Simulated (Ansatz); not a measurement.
## Pressure against volume: GaP

```yaml
crystal:
  lattice:
    - [0.00000, 2.72525, 2.72525]
    - [2.72525, 0.00000, 2.72525]
    - [2.72525, 2.72525, 0.00000]
  atoms:
    - { symbol: Ga, position: [0.00000, 0.00000, 0.00000] }
    - { symbol: P, position: [0.75000, 0.75000, 0.75000] }
```

The geometry is COD entry 9008846, unchecked; take it as a test cell.

All numbers are computed: DFT, LDA, all-electron LAPW, scalar-relativistic (Ansatz 0.2.0); DFT, LDA, PAW with Ansatz's default frozen-core files, scalar-relativistic (Ansatz 0.2.0).

For LAPW: a Γ-centred 10×10×10 k mesh, Fermi–Dirac smearing of 0.05 eV, basis error target 0.5 meV/atom, no spin polarisation. PAW takes a cutoff of 420 eV at this cell (files made with PBE, cores remade for this functional). The Ansatz runs share mesh, smearing and spin set-up. Plane-wave (PAW) pressures include the program's estimate of the Pulay term.

The cell above is scaled evenly, with fractional coordinates and shape held.

```csv
V/V(cell),V (Å³/atom),"P, LAPW (GPa)","P, PAW (GPa)","gap on the k mesh, LAPW (eV)"
0.9400,19.026,?,?,?
0.9405,19.036,2.76,2.74,1.35
0.9600,19.431,0.75,0.74,1.39
0.9800,19.836,-1.09,-1.10,1.42
0.9900,20.038,-1.93,-1.95,1.44
1.0000,20.240,-2.73,-2.74,1.45
1.0100,20.443,-3.48,-3.50,1.47
1.0200,20.645,-4.19,-4.21,1.44
1.0400,21.050,-5.49,-5.52,1.29
1.0600,21.455,-6.66,-6.68,1.13
```

(1) Fill in the row V/V(cell) = 0.9400.

(2) What do Birch–Murnaghan fits to the pressures give?

Results:

(1) P, LAPW (GPa) = 2.81, P, PAW (GPa) = 2.79, gap on the k mesh, LAPW (eV) = 1.35.

(2) LAPW: V0 = 19.59 Å³/atom, B0 = 90 GPa, B0′ = 4.5; PAW: V0 = 19.59 Å³/atom, B0 = 90 GPa, B0′ = 4.5.
